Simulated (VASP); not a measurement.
# BN (P6_3/mmc) in VASP: further runs, part 2 of 2

VASP 6.6.1. The steps go on from the part before.

### Step 3. Relaxation of cell and atoms, PBE+D3(BJ)

INCAR reads:

```
SYSTEM = BN
PREC = Accurate
ENCUT = 520
EDIFF = 1E-7
ISMEAR = 0
SIGMA = 0.02
LREAL = .FALSE.
LASPH = .TRUE.
NELM = 60
ALGO = Fast
ISIF = 3
LWAVE = .FALSE.
LCHARG = .FALSE.
GGA = PE
IVDW = 12
IBRION = 2
NSW = 80
EDIFFG = -0.002
KPAR = 4
```

KPOINTS reads:

```
Automatic mesh
0
G
  15 15 6
  0 0 0
```

POSCAR reads:

```
BN                                      
1.0
    2.5068135169     -0.0000000000      0.0000000000
   -1.2534067585      2.1709641834     -0.0000000000
   -0.0000000000     -0.0000000000      6.5855237913
  B               N             
     2     2
Direct
     0.3333333300000021    0.6666666699999979    0.2500000000000000
     0.6666666699999979    0.3333333300000021    0.7500000000000000
     0.3333333300000021    0.6666666699999979    0.7500000000000000
     0.6666666699999979    0.3333333300000021    0.2500000000000000
```

Potentials or basis: VASP PAW PBE potentials, release 64 (B, N).

Command:

```sh
$ cat potpaw_PBE.64/B/POTCAR potpaw_PBE.64/N/POTCAR > POTCAR
$ mpirun -np 4 vasp_std > vasp.out
```

OUTCAR:

```text
SYSTEM = BN
   PREC = Accurate
   ENCUT = 520
   EDIFF = 1E-7
   ISMEAR = 0
   LREAL = .FALSE.
   LASPH = .TRUE.
   NELM = 60
   ISIF = 3
   GGA = PE
   IVDW = 12
   IBRION = 2
   NSW = 80
   EDIFFG = -0.002
 IVDW          = 12

 ion  position               nearest neighbor table
   1  0.333  0.667  0.250-   4 1.45   4 1.45   4 1.45
   2  0.667  0.333  0.750-   3 1.45   3 1.45   3 1.45
   3  0.333  0.667  0.750-   2 1.45   2 1.45   2 1.45
   4  0.667  0.333  0.250-   1 1.45   1 1.45   1 1.45

  LATTYP: Found a hexagonal cell.
 ALAT       =     2.5068135169
 C/A-ratio  =     2.6270497374

  Lattice vectors:

 A1 = (   2.5068135169,   0.0000000000,   0.0000000000)
 A2 = (  -1.2534067585,   2.1709641834,   0.0000000000)
 A3 = (   0.0000000000,   0.0000000000,   6.5855237913)

Analysis of symmetry for initial positions (statically):
=====================================================================
 Subroutine PRICEL returns:
 Original cell was already a primitive cell.

 Routine SETGRP: Setting up the symmetry group for a
 hexagonal supercell.

 Subroutine GETGRP returns: Found 24 space group operations
 (whereof 12 operations were pure point group operations)
 out of a pool of 24 trial point group operations.

The static configuration has the point symmetry D_3d.
 The point group associated with its full space group is D_6h.

Analysis of symmetry for dynamics (positions and initial velocities):
=====================================================================
 Subroutine PRICEL returns:
 Original cell was already a primitive cell.

 Routine SETGRP: Setting up the symmetry group for a
 hexagonal supercell.

 Subroutine GETGRP returns: Found 24 space group operations
 (whereof 12 operations were pure point group operations)
 out of a pool of 24 trial point group operations.

The dynamic configuration has the point symmetry D_3d.
 The point group associated with its full space group is D_6h.

 Subroutine INISYM returns: Found 24 space group operations
 (whereof 12 operations are pure point group operations),
 and found     1 'primitive' translations

----------------------------------------------------------------------------------------

                                     Primitive cell

  volume of cell :      35.8398

  direct lattice vectors                    reciprocal lattice vectors
     2.506813517  0.000000000  0.000000000     0.398912800  0.230312413  0.000000000
    -1.253406758  2.170964183  0.000000000     0.000000000  0.460624826  0.000000000
     0.000000000  0.000000000  6.585523791     0.000000000  0.000000000  0.151848210

  length of vectors
     2.506813517  2.506813513  6.585523791     0.460624826  0.460624826  0.151848210

  position of ions in fractional coordinates (direct lattice)
     0.333333330  0.666666670  0.250000000
     0.666666670  0.333333330  0.750000000
     0.333333330  0.666666670  0.750000000
     0.666666670  0.333333330  0.250000000

  ion indices of the primitive-cell ions
   primitive index   ion index
                 1           1
                 2           2
                 3           3
                 4           4

----------------------------------------------------------------------------------------

[... 57 lines left out ...]
   NGX,Y,Z   is equivalent  to a cutoff of  13.26, 13.26, 12.62 a.u.
   NGXF,Y,Z  is equivalent  to a cutoff of  26.53, 26.53, 25.24 a.u.
 SYSTEM =  BN
   PREC   = accura    normal or accurate (medium, high low for compatibility)
   ISTART =      0    job   : 0-new  1-cont  2-samecut
   ICHARG =      2    charge: 1-file 2-atom 10-const
   ISPIN  =      1    spin polarized calculation?
   LNONCOLLINEAR =      F non collinear calculations
   LSORBIT =      F    spin-orbit coupling
   LASPH  =      T    aspherical Exc in radial PAW
   ENCUT  =  520.0 eV  38.22 Ry    6.18 a.u.   4.66  4.66 12.24*2*pi/ulx,y,z
   NELM   =     60;   NELMIN=  2; NELMDL= -5     # of ELM steps
   EDIFF  = 0.1E-06   stopping-criterion for ELM
   LREAL  =      F    real-space projection
   EDIFFG = -.2E-02   stopping-criterion for IOM
   NSW    =     80    number of steps for IOM
   IBRION =      2    ionic relax: 0-MD 1-quasi-New 2-CG
   NFREE  =      1    steps in history (QN), initial steepest desc. (CG)
   ISIF   =      3    stress and relaxation
   ISYM   =      2    0-nonsym 1-usesym 2-fastsym
   POTIM  = 0.5000    time-step for ionic-motion
   TEBEG  =    0.0;   TEEND  =   0.0 temperature during run
   PSTRESS=    0.0 pullay stress
   NELECT =      16.0000    total number of electrons
   NUPDOWN=      -1.0000    fix difference up-down
   EMIN   =  10.00;   EMAX   =-10.00  energy-range for DOS
   EFERMI =   0.00;   METHOD = LEGACY
   ISMEAR =     0;   SIGMA  =   0.02  broadening in eV -4-tet -1-fermi 0-gaus
   EFERMI_NEDOS =   21; number of points for ismear=-14 and -15
   IALGO  =     68    algorithm
   IMIX   =      4    mixing-type and parameters
     AMIX     =   0.40;   BMIX     =  1.00
     AMIX_MAG =   1.60;   BMIX_MAG =  1.00
  volume/ion in A,a.u.               =       8.96        60.46
  Fermi-wavevector in a.u.,A,eV,Ry     =   1.251199  2.364424 21.299916  1.565500
  Thomas-Fermi vector in A             =   2.385158
   LORBIT       =      0    0 simple, 1 ext, 2 COOP (PROOUT), +10 PAW based schemes
   GGA     = PE    functional components
   LHFCALC =     F    Hartree Fock is set to
   AEXX    =    0.0000 exact exchange contribution
   IVDW    =    12    specifies the selected vdW correction
   LEPSILON=     F    determine dielectric tensor
   LRPA    =     F    only Hartree local field effects (RPA)
 conjugate gradient relaxation of ions
 non-spin polarized calculation
 RMM-DIIS sequential band-by-band and
 Gauss-broadening in eV      SIGMA  =   0.02
  energy-cutoff  :      520.00
  volume of cell :       35.84
 maximum number of plane-waves:       985
 NGX is ok and might be reduce to    20
   NGX =  9   NGY =  9   NGZ = 25

 number of electron      15.9999997 magnetization

 Free energy of the ion-electron system (eV)
  ---------------------------------------------------
  ext. energy  EPLUGINS =         0.00000000
  ---------------------------------------------------
  free energy    TOTEN  =       -35.14859241 eV

  energy without entropy =      -35.14859241  energy(sigma->0) =      -35.14859241

 E-fermi :   2.5287     XC(G=0): -10.1178

 val. band max:        2.3610479511   @ k =   0.3333   0.2667   0.0000
 cond. band min:       6.6299917534   @ k =   0.4667   0.0667   0.0000
 fundamental gap:      4.2689438023
 Fermi energy:         2.5286940632

 k-point     1 :       0.0000    0.0000    0.0000
  band No.  band energies     occupation
      1     -15.4619      2.00000
      2     -15.1480      2.00000
      3      -3.9080      2.00000
      4      -1.6933      2.00000
      5       0.9910      2.00000
      6       0.9910      2.00000
      7       1.0317      2.00000
      8       1.0317      2.00000
      9       7.6395      0.00000
     10      12.7277      0.00000
     11      13.8569      0.00000
     12      13.9000      0.00000
[... 331 lines left out ...]
 k-point    24 :       0.4000    0.2000    0.0000
  band No.  band energies     occupation
      1     -11.9253      2.00000
      2     -11.8654      2.00000
      3      -6.1210      2.00000
      4      -6.0294      2.00000
      5      -3.6096      2.00000
      6      -3.5276      2.00000
      7       1.4773      2.00000
      8       2.2572      2.00000
      9       6.9045      0.00000
     10       7.7210      0.00000
     11      14.0674      0.00000
     12      14.9510      0.00000

 [... further k-points ...]

------------------------ aborting loop because EDIFF is reached ----------------------------------------

 Edisp (eV)   -0.56903

 E8    (eV) :    -0.1668

  FORCE on cell =-STRESS in cart. coord.  units (eV):
  Direction    XX          YY          ZZ          XY          YZ          ZX
  --------------------------------------------------------------------------------------
  -------------------------------------------------------------------------------------
  Total      -0.00036    -0.00036    -0.00335     0.00000     0.00000     0.00000
  in kB      -0.01607    -0.01607    -0.14987     0.00000     0.00000     0.00000
  external pressure =       -0.06 kB  Pullay stress =        0.00 kB

 VOLUME and BASIS-vectors are now :
 -----------------------------------------------------------------------------
  energy-cutoff  :      520.00
  volume of cell :       35.84
      direct lattice vectors                 reciprocal lattice vectors
     2.506813517  0.000000000  0.000000000     0.398912800  0.230312413  0.000000000
    -1.253406758  2.170964183  0.000000000     0.000000000  0.460624826  0.000000000
     0.000000000  0.000000000  6.585523791     0.000000000  0.000000000  0.151848210

 POSITION                                       TOTAL-FORCE (eV/Angst)
 -----------------------------------------------------------------------------------
     -0.00000      1.44731      1.64638         0.000000     -0.000000      0.000000
      1.25341      0.72365      4.93914        -0.000000      0.000000      0.000000
     -0.00000      1.44731      4.93914        -0.000000     -0.000000      0.000000
      1.25341      0.72365      1.64638        -0.000000      0.000000      0.000000
 -----------------------------------------------------------------------------------
    total drift:                               -0.000002      0.000001      0.000000

  FREE ENERGIE OF THE ION-ELECTRON SYSTEM (eV)
  ---------------------------------------------------
  free  energy   TOTEN  =       -35.7176244958 eV

  energy  without entropy=      -35.7176244958  energy(sigma->0) =      -35.71762450

 reached required accuracy - stopping structural energy minimisation
```

It took 11 s on 4 MPI ranks of Intel Xeon Platinum 8488C (Sapphire Rapids), shared host; peak memory 0.18 GiB.

Results:

* Free energy: -35.7176 eV
* Pressure after relaxing: 0.0 GPa
* Band gap on the k mesh: 4.27 eV, indirect (least direct gap 4.63 eV)
* Dispersion energy per atom: -0.142 eV

Final structure:
```cif
data_structure
_symmetry_space_group_name_H-M 'P 1'
_symmetry_Int_Tables_number 1
_cell_length_a 2.5068
_cell_length_b 2.5068
_cell_length_c 6.5855
_cell_angle_alpha 90.000
_cell_angle_beta 90.000
_cell_angle_gamma 120.000
_cell_volume 35.84
loop_
_atom_site_label
_atom_site_type_symbol
_atom_site_fract_x
_atom_site_fract_y
_atom_site_fract_z
_atom_site_occupancy
B1 B 0.33333 0.66667 0.25000 1
B2 B 0.66667 0.33333 0.75000 1
N1 N 0.33333 0.66667 0.75000 1
N2 N 0.66667 0.33333 0.25000 1
```

Caveat: the relaxation stopped at its first step, so nothing moved; an odd mesh through Γ misses points on the zone boundary, where band edges often lie.
